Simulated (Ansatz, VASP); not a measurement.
# Mg2Ge2N: VASP beside Ansatz

File INCAR:

```
PREC     = Accurate       # precision mode
ENCUT    = 520            # plane-wave cutoff, eV
EDIFF    = 1E-6           # SCF threshold, eV
ISMEAR   = 0              # smearing method
SIGMA    = 0.1            # smearing width, eV
LREAL    = False          # projectors in reciprocal space
LASPH    = True           # aspherical terms in the spheres
NELM     = 80             # most SCF steps
ALGO     = Normal         # electronic algorithm
ISIF     = 2              # what is computed and relaxed
LWAVE    = False          # write WAVECAR
LCHARG   = False          # write CHGCAR
GGA      = PE             # functional
NBANDS   = 26             # bands
```

File KPOINTS:

```
Automatic mesh
0
Gamma
  12 12 4
```

File POSCAR:

```
Mg2Ge2N
1.0
    3.2690058686      0.0000000000      0.0000000000
   -1.6345029343      2.8310421274      0.0000000000
    0.0000000000      0.0000000000      8.8650583741
Mg Ge N
2 2 1
Direct
    0.6666666667      0.3333333333      0.8841026418
    0.3333333333      0.6666666667      0.1158973582
    0.3333333333      0.6666666667      0.6031777571
    0.6666666667      0.3333333333      0.3968222429
    0.0000000000      0.0000000000      0.0000000000
```

Input for Ansatz:

```yaml
crystal:
  lattice:
    - [3.2690058686, 0.0, 0.0]
    - [-1.6345029343, 2.8310421274, 0.0]
    - [0.0, 0.0, 8.8650583741]
  atoms:
    - { symbol: Mg, position: [0.6666666667, 0.3333333333, 0.8841026418] }
    - { symbol: Mg, position: [0.3333333333, 0.6666666667, 0.1158973582] }
    - { symbol: Ge, position: [0.3333333333, 0.6666666667, 0.6031777571] }
    - { symbol: Ge, position: [0.6666666667, 0.3333333333, 0.3968222429] }
    - { symbol: "N", position: [0.0, 0.0, 0.0] }
basis:
  ecutwfc: 420
kpoints:
  mp_grid: { grid: [12, 12, 4] }
  band_path:
    path:
      - [[0.0, 0.0, 0.0], [0.5, 0.0, 0.0], [0.33333333, 0.33333333, 0.0], [0.0, 0.0, 0.0], [0.0, 0.0, 0.5], [0.5, 0.0, 0.5], [0.33333333, 0.33333333, 0.5], [0.0, 0.0, 0.5]]
      - [[0.5, 0.0, 0.5], [0.5, 0.0, 0.0]]
      - [[0.33333333, 0.33333333, 0.5], [0.33333333, 0.33333333, 0.0]]
    npoints: 14
hamiltonian:
  xc: pbe
scf:
  occupations: { method: gaussian, width: 0.1 }
  n_extra_bands: 12
output:
  forces: true
  stress: true
  eigenvalues: true
  populations: true
  dos: { projected: true, de: 0.02, nscf_kmesh: { grid: [15, 15, 5] } }
  bader: true
```

The cell was built by a generator and needn't be a form met in nature.

Alike in both runs: task single point; functional PBE; k mesh 12 × 12 × 4; occupations gaussian, width 0.1 eV; no spin polarisation.

|  | VASP | Ansatz |
| --- | --- | --- |
| version | VASP 6.6.1 | Ansatz 0.2.0 |
| potentials or method | VASP PAW PBE potentials, release 64 (Mg, Ge_d, N) | scalar-relativistic, plane waves, PAW |
| plane-wave cutoff (eV) | 520 | 420 |
| valence electrons in the cell | 37 | 53 |

|  | VASP | Ansatz | Ansatz less VASP |
| --- | --- | --- | --- |
| gap on the k mesh at the Fermi level (eV) | none | none | - |
| pressure (GPa) | -0.1 | 0.0 | +0.15 |
| largest component of the traceless stress (GPa) | 0.08 | 0.00 | -0.081 |
| rms of the force components (eV/Å) | 0.020 | 0.003 | -0.0170 |

Atom by atom the forces differ by 0.017 eV/Å (rms over components). A gap of «none» marks a metal or a gap that the smearing closes. With one functional, cell and mesh, what is left measures potentials, basis and numerics. The two sets of potentials don't hold the same shells in valence.
